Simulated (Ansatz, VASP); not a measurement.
HfO2 in VASP and in Ansatz

POSCAR

```
HfO2
1.0
    0.0000000000      2.6076597933      2.6076597933
    2.6076597933      0.0000000000      2.6076597933
    2.6076597933      2.6076597933      0.0000000000
Hf O
1 2
Direct
    0.0000000000      0.0000000000      0.0000000000
    0.7500000000      0.7500000000      0.7500000000
    0.2500000000      0.2500000000      0.2500000000
```

Contents of INCAR.step1:

```
PREC = Accurate
ENCUT = 520
ISMEAR = -1
SIGMA = 0.05
LREAL = False
LASPH = True
NELM = 100
NBANDS = 18
GGA = PE
ALGO = Normal
EDIFF = 1E-4
LWAVE = True
LCHARG = False
```

The input INCAR.step2:

```
PREC = Accurate
ENCUT = 520
EDIFF = 1E-7
ISMEAR = -1
SIGMA = 0.05
LREAL = False
LASPH = True
NELM = 100
ALGO = Normal
ISIF = 2
LWAVE = False
LCHARG = True
METAGGA = R2SCAN
LMIXTAU = True
LELF = True
LVHAR = True
NBANDS = 18
ISTART = 1
```

The input KPOINTS:

```
Automatic mesh
0
Gamma
  9 9 9
```

input.yaml

```yaml
crystal:
  lattice:
    - [0.0, 2.6076597933, 2.6076597933]
    - [2.6076597933, 0.0, 2.6076597933]
    - [2.6076597933, 2.6076597933, 0.0]
  atoms:
    - { symbol: Hf, position: [0.0, 0.0, 0.0] }
    - { symbol: O, position: [0.75, 0.75, 0.75] }
    - { symbol: O, position: [0.25, 0.25, 0.25] }
hamiltonian:
  xc: r2scan
  pseudopotentials: { kind: paw }
kpoints:
  mp_grid: { grid: [9, 9, 9] }
scf:
  occupations: { method: fermi_dirac, width: 0.05 }
output:
  forces: true
  stress: true
  eigenvalues: true
```

Measurements of this composition are mostly on another form, of space group No. 14.

Alike in both runs: task single point; functional r2SCAN; k mesh 9 × 9 × 9; occupations fermi-dirac, width 0.05 eV; no spin polarisation.

|  | VASP | Ansatz |
| --- | --- | --- |
| version | VASP 6.6.1 | Ansatz 0.2.0 |
| potentials or method | VASP PAW PBE potentials, release 64 (Hf_pv, O) | Ansatz PAW |
| plane-wave cutoff (eV) | 520 | 500 |
| valence electrons in the cell | 22 | 38 |

|  | VASP | Ansatz | Ansatz less VASP |
| --- | --- | --- | --- |
| gap on the k mesh at the Fermi level (eV) | 4.14 | 4.15 | +0.011 |
| least direct gap on the mesh (eV) | 4.24 | 4.25 | +0.011 |
| pressure (GPa) | -23.6 | -20.5 | +3.11 |

The functional is the same, so the differences come from potentials, cutoffs and numerics. The two sets of potentials don't hold the same shells in valence.

Caveats: spin-orbit coupling is left out, which moves the levels of the heavy elements; so large a pressure means that the cell lies far from this level's equilibrium, or that cutoff or potentials fall short (VASP); the potentials were made for another functional, which shifts forces and pressure (VASP); an odd mesh through Γ misses points on the zone boundary, where band edges often lie (VASP); odd divisions of the mesh miss points on the zone boundary, where band edges often lie, so the gap on the mesh can be too wide (Ansatz); the PAW data sets come from PBE, with cores solved anew for the run's functional, which leaves a small shift of forces and pressure (Ansatz). r2SCAN opens gaps a little over a GGA but as a rule still falls short of measured ones.
